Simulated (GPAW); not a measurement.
# ZnO (zincite) (P6_3mc) in GPAW: further runs

The runs below take ZnO (zincite) through dielectric tensor, with PBE, LDA.

Everything below comes from runs of GPAW 26.7.0. Logs are shortened: lines on timing, memory, paths and dates and some standing lists are left out, and cuts for length are marked. The log counts tension as positive stress, the text compression.

**The experiment to reproduce.**

“Electronic structure of alkaline earth and post-transition metal oxides”, 2009, arxiv:0908.1581 quotes, for a bulk crystal of ZnO: band gap 3.37 eV.

The runs below are set against these values where they give the same quantity.

### 1 Starting point

The structure is hexagonal, space group P6_3mc (No. 186). Conventional cell: a = 3.249 Å, b = 3.249 Å, c = 5.206 Å, α = 90.00°, β = 90.00°, γ = 120.00°. Zn (site symmetry 3m) is surrounded by 4 O at 1.97 to 1.98 Å. Around O (site symmetry 3m) lie 4 Zn at 1.97 to 1.98 Å.

### 2 Dielectric tensor, PBE

run.py

```python
import numpy as np
from ase import Atoms
from ase.dft.bandgap import bandgap
from ase.io import write
from gpaw import GPAW, PW
from gpaw.response.df import DielectricFunction

atoms = Atoms(['Zn', 'Zn', 'O', 'O'],
              cell=[[3.249308, 0.0, 0.0],
                    [-1.624654, 2.8139832727, 0.0],
                    [0.0, 0.0, 5.205709]],
              scaled_positions=[[0.6666666667, 0.3333333333, 0.0],
                                [0.3333333333, 0.6666666667, 0.5],
                                [0.3333333333, 0.6666666667, 0.87901],
                                [0.6666666667, 0.3333333333, 0.37901]],
              pbc=True)

calc = GPAW(mode=PW(600),
            xc='PBE',
            kpts={'size': (8, 8, 4), 'gamma': True},
            occupations={'name': 'fermi-dirac', 'width': 0.001},
            nbands=31,
            convergence={'density': 1e-06},
            maxiter=150,
            txt='gpaw.txt')
atoms.calc = calc
energy = atoms.get_potential_energy()
calc.write('gs.gpw')
write('result.traj', atoms)
print(f'Energy: {energy:.6f} eV')
print('Fermi level:', round(calc.get_fermi_level(), 4), 'eV')
print(f'Gap: {bandgap(calc)[0]:.4f} eV, direct: {bandgap(calc, direct=True)[0]:.4f} eV')

for size in [(9, 9, 5), (13, 13, 7)]:
    name = 'x'.join(str(n) for n in size)
    dense = calc.fixed_density(kpts={'size': size, 'gamma': True},
                               nbands=64, convergence={'bands': 58, 'eigenstates': 1e-7},
                               update_fermi_level=True, txt=f'dense-{name}.txt')
    dense.write(f'{name}.gpw', mode='all')
    df = DielectricFunction(f'{name}.gpw', frequencies=np.array([0.0]), hilbert=False, eta=0.001,
                            ecut=80, nbands=58, intraband=False, txt=f'df-{name}.txt')
    for xc in ['RPA', 'ALDA', 'LR0.3']:
        for direction in ['x', 'y', 'z', [0, 1, 1], [1, 0, 1], [1, 1, 0]]:
            e0, e = df.get_macroscopic_dielectric_constant(xc=xc, direction=direction)
            print(f'{name} {xc} {direction}: {e0:.4f} without, {e:.4f} with local fields')
```

Potentials or basis: GPAW PAW data sets (gpaw-data 1.2.1), pw.

The run is started by

```console
OMP_NUM_THREADS=1 python run.py
```

gpaw.txt:

```text
__  _  _
 | _ |_)|_||  |
 |__||  | ||/\| - 26.7.0

Input parameters:
  mode=PW(ecut=600.0),
  convergence={'density': 1e-06},
  kpts=MonkhorstPack(size=(8, 8, 4), gamma=True),
  maxiter=150,
  nbands=31,
  occupations=Occupations(name='fermi-dirac', width=0.001),
  xc=XC(name='PBE')

Diagonalizing LCAO Hamiltonian
Converting LCAO to pw mode

        O

        Zn

           O

           Zn

Atoms  # Å, Bohr magnetons
|   | symbol |         x |        y |        z |    initial magnetic moments |
|---|--------|-----------|----------|----------|-----------------------------|
| 0 |     Zn |  1.624654 | 0.937994 | 0.000000 | ( 0.0000,  0.0000,  0.0000) |
| 1 |     Zn | -0.000000 | 1.875989 | 2.602854 | ( 0.0000,  0.0000,  0.0000) |
| 2 |      O | -0.000000 | 1.875989 | 4.575870 | ( 0.0000,  0.0000,  0.0000) |
| 3 |      O |  1.624654 | 0.937994 | 1.973016 | ( 0.0000,  0.0000,  0.0000) |

Unit cell  # Å
| periodic |         x |        y |        z |  lengths |     angles |
|----------|-----------|----------|----------|----------|------------|
|      yes |  3.249308 | 0.000000 | 0.000000 | 3.249308 |  90.000000 |
|      yes | -1.624654 | 2.813983 | 0.000000 | 3.249308 |  90.000000 |
|      yes |  0.000000 | 0.000000 | 5.205709 | 5.205709 | 120.000000 |

Number of symmetries: 6
Symmetry operations  # r_c * U_cc + t_c -> r_c
|   | kind |            matrix            |
|---|------|------------------------------|
| 0 |  σ   |  1, 1, 0,  0,-1, 0,  0, 0, 1 |
| 1 |  E   |  1, 0, 0,  0, 1, 0,  0, 0, 1 |
| 2 |  C3  |  0, 1, 0, -1,-1, 0,  0, 0, 1 |
| 3 |  σ   |  0,-1, 0, -1, 0, 0,  0, 0, 1 |
| 4 |  σ   | -1, 0, 0,  1, 1, 0,  0, 0, 1 |
| 5 |  C3  | -1,-1, 0,  1, 0, 0,  0, 0, 1 |

BZ-sampling:
  Number of BZ points: 256
  Number of IBZ points: 35

  Monkhorst-Pack size: [8, 8, 4]
  Monkhorst-Pack shift: [0.0625, 0.0625, 0.125]

K-points  # in reciprocal-cell coordinates
|     |                                coordinates |     weight |
|-----|--------------------------------------------|------------|
|   0 | (  0.00000000,   0.00000000,   0.00000000) | 0.00390625 |
|   1 | (  0.00000000,   0.00000000,   0.25000000) | 0.00781250 |
|   2 | (  0.00000000,   0.00000000,   0.50000000) | 0.00390625 |
|   3 | (  0.12500000,   0.00000000,  -0.25000000) | 0.02343750 |
|   4 | (  0.12500000,   0.00000000,   0.00000000) | 0.02343750 |
|   5 | (  0.12500000,   0.00000000,   0.25000000) | 0.02343750 |
|   6 | (  0.12500000,   0.00000000,   0.50000000) | 0.02343750 |
|   7 | (  0.25000000,  -0.12500000,   0.00000000) | 0.02343750 |
|   8 | (  0.25000000,  -0.12500000,   0.25000000) | 0.04687500 |
|   9 | (  0.25000000,  -0.12500000,   0.50000000) | 0.02343750 |
| ... |                                            |            |
|  34 | (  0.50000000,   0.50000000,   0.50000000) | 0.01171875 |

Plane wave coefficients: 1616
Cutoff: 600.0 eV

Spin-components: 1 (collinear spins)
Bands:           31
Projectors:      22
Spin-degeneracy: 2
Datatype:        complex128

Parallelization:
  kpt:    1
  domain: 1
  band:   1

Density:
  Valence electrons: 36.0
  Components: 1
  Grid points: [20 20 30]
  Charge: 0.0  # |e|

Potential:
  Grid points: [20 20 30]

species:
  Zn:
    name:    Zinc
    Z:       30.0
    valence: 12
    core:    18
    charge:  0.0  # [|e|]
    compensation charges:
      type: gauss
      rc: 0.37  # [Å]
      lmax: 2
    cutoffs:
      filter: 2.14  # [Å]
      core: 2.28  # [Å]
    projectors
    | kind |    occ | energy [eV] | rcut [Å] |
    |------|--------|-------------|----------|
    |   4s |  2.000 |      -5.977 |    1.286 |
    |   4p |  0.000 |      -1.117 |    1.270 |
    |   3d | 10.000 |     -10.142 |    1.180 |
    |    s |        |      21.234 |    1.286 |
    |    p |        |      26.095 |    1.270 |
    |    d |        |      17.070 |    1.180 |

    Using partial waves for Zn as LCAO basis

  O:
    name:    Oxygen
    Z:       8.0
    valence: 6
    core:    2
    charge:  0.0  # [|e|]
    compensation charges:
      type: gauss
      rc: 0.21  # [Å]
      lmax: 2
    cutoffs:
      filter: 1.17  # [Å]
      core: 0.83  # [Å]
    projectors
    | kind |    occ | energy [eV] | rcut [Å] |
    |------|--------|-------------|----------|
    |   2s |  2.000 |     -23.961 |    0.688 |
    |   2p |  4.000 |      -9.029 |    0.598 |
    |    s |        |       3.251 |    0.688 |
    |    p |        |      18.182 |    0.598 |
    |    d |        |       0.000 |    0.619 |

    Using partial waves for O as LCAO basis

Reference energy: -101804.357908  # eV

eigensolver:
  PPCG
  Converge bands: occupied
  niter=2

density mixing:
  MSR1-Mixer
  Pratt-step length: 0.05
  Maximum mixing coefficient: 0.75
  Old densities: 10
  SVD Regularization: 0.005
  Good broyden scale: 1.0
  Trust region scale: 1.0
  Backstep threshold: 4.0
  History deletion threshold: 6.0
  Fourier metric: weight=20.0, sigma=0.015

occupation numbers:
  Fermi-Dirac:
    width: 0.0010  # eV

poisson solver:
  ecut: 4800.0  # eV

xc functional:
  name: PBE with 2 nearest neighbor stencil

convergence criteria:
- Maximum integral of absolute [dens]ity change: 1e-06 electrons / valence electron
- Maximum [total energy] change in last 3 cyles: 0.0005 eV / valence electron
- Maximum integral of absolute [eigenst]ate change: 4e-08 eV^2 / valence electron
maximum number of iterations: 150

SCF iterations
|iter     | |      energy | eigst |  dens |
|---------|-|-------------|-------|-------|
|iter:   1| |  -21.405004 | +0.20 |       |
|iter:   2| |  -20.510934 | -1.54 | -0.99 |
|iter:   3| |  -18.321181 | -0.45 | -1.04 |
|iter:   4| |  -18.316520 | -3.04 | -1.62 |
|iter:   5| |  -18.321156c| -2.64 | -1.88 |
|iter:   6| |  -18.321281c| -4.48 | -2.94 |
|iter:   7| |  -18.321409c| -5.26 | -3.29 |
|iter:   8| |  -18.321435c| -5.66 | -3.65 |
|iter:   9| |  -18.321435c| -7.11 | -4.37 |
|iter:  10| |  -18.321435c| -8.31c| -4.82 |
|iter:  11| |  -18.321435c| -8.15c| -5.08 |
|iter:  12| |  -18.321435c| -9.88c| -6.45c|

Converged in 12 steps
Energy contributions relative to reference atoms: (reference = -101804.357908)

Energy contributions:
  Kinetic:          42.055227
  Coulomb:         -36.521195
  Zero:              0.256436
  External:          0.000000
  Xc:              -24.111902
  Entropy:          -0.000000
  Spinorbit:         0.000000
  ----------------------------
  Free energy:     -18.321435
  Extrapolated:    -18.321435

dipole moment: (0.000000, 0.000000, -8.242572)  # |e|*Ang

Fermi level: 3.934
Eigenvalues  # (at kpt = [0.000, 0.000, 0.000])
| band index |      eig [eV] | occ [0-2] |
|------------|---------------|-----------|
|          0 |       -14.141 |     2.000 |
|        ... |               |           |
|         10 |        -0.365 |     2.000 |
|         11 |        -0.365 |     2.000 |
|         12 |        -0.099 |     2.000 |
|         13 |         3.108 |     2.000 |
|         14 |         3.108 |     2.000 |
|         15 |         3.845 |     2.000 |
[... 8 lines left out ...]
|         24 |        18.038 |     0.000 |
|         25 |        18.038 |     0.000 |
|        ... |               |           |
|         30 |        23.814 |     0.000 |

Gap: 0.793 eV
Transition (v -> c):
  (s=0, k=0, n=17, [0.00, 0.00, 0.00]) -> (s=0, k=0, n=18, [0.00, 0.00, 0.00])
No difference between direct/indirect transitions
# Writing to gs.gpw (mode='')
```

stdout:

```text
Energy: -18.321435 eV
Fermi level: 3.934 eV
Gap: 0.7931 eV, direct: 0.7931 eV
9x9x5 RPA x: 6.1265 without, 5.9329 with local fields
9x9x5 RPA y: 6.1265 without, 5.9329 with local fields
[... 22 lines left out ...]
13x13x7 ALDA x: 5.4345 without, 5.3986 with local fields
13x13x7 ALDA y: 5.4345 without, 5.3986 with local fields
13x13x7 ALDA z: 5.4076 without, 5.3976 with local fields
13x13x7 ALDA [0, 1, 1]: 5.4211 without, 5.3981 with local fields
13x13x7 ALDA [1, 0, 1]: 5.4211 without, 5.3981 with local fields
13x13x7 ALDA [1, 1, 0]: 5.4345 without, 5.3986 with local fields
13x13x7 LR0.3 x: 5.4345 without, 5.7248 with local fields
13x13x7 LR0.3 y: 5.4345 without, 5.7248 with local fields
13x13x7 LR0.3 z: 5.4076 without, 5.7098 with local fields
13x13x7 LR0.3 [0, 1, 1]: 5.4211 without, 5.7173 with local fields
13x13x7 LR0.3 [1, 0, 1]: 5.4211 without, 5.7173 with local fields
13x13x7 LR0.3 [1, 1, 0]: 5.4345 without, 5.7248 with local fields
```

df-9x9x5.txt:

```text
FrequencyGridDescriptor(from 0.000 to 0.000 eV, 1 points)
FrequencyGridDescriptor(from 0.000 to 0.000 eV, 1 points)

Calculating chi0 body with:
    Ground state adapter containing:
    Number of spins: 1
    Number of kpoints: 405
    Number of irreducible kpoints: 50
    Number of completely occupied states: 18
    Number of partially occupied states: 18

    Linear response parametrization:
[... 375 lines left out ...]
      (4,2)   0.00000000  0.00000000  yes
      (4,3)   0.00000000  0.00000000  yes
      (4,4)   0.00000000  0.00000000  yes
      In total: 0.9999999951389997 of the surface norm square is covered on average
      In total: 0.9999999951389996 of the surface norm square could be covered on average

Finished calculating f(G)
Calculating LR kernel with alpha = 0.3
Calculating LR kernel with alpha = 0.3
Calculating LR kernel with alpha = 0.3
Calculating LR kernel with alpha = 0.3
Calculating LR kernel with alpha = 0.3
Calculating LR kernel with alpha = 0.3
```

Wall time 4.7 min (1 thread of Intel Xeon 6975P-C (Granite Rapids), shared host); peak memory 1.1 GiB.

What came out:

```yaml
Free_energy: -18.3214 eV
Band_gap_on_the_k_mesh: 0.79 eV, direct
Electronic_dielectric_tensor_diagonal: 5.24, 5.24, 5.23
```

Electronic dielectric tensor:
```
5.24 0.00 0.00
0.00 5.24 0.00
0.00 0.00 5.23
```

Caveat: the dielectric constant isn't converged in the k mesh; the long-wavelength limit can be off by several per cent where d states take part; an odd mesh through Γ misses points on the zone boundary, where band edges often lie.

(Continued in part 2 of 2.)
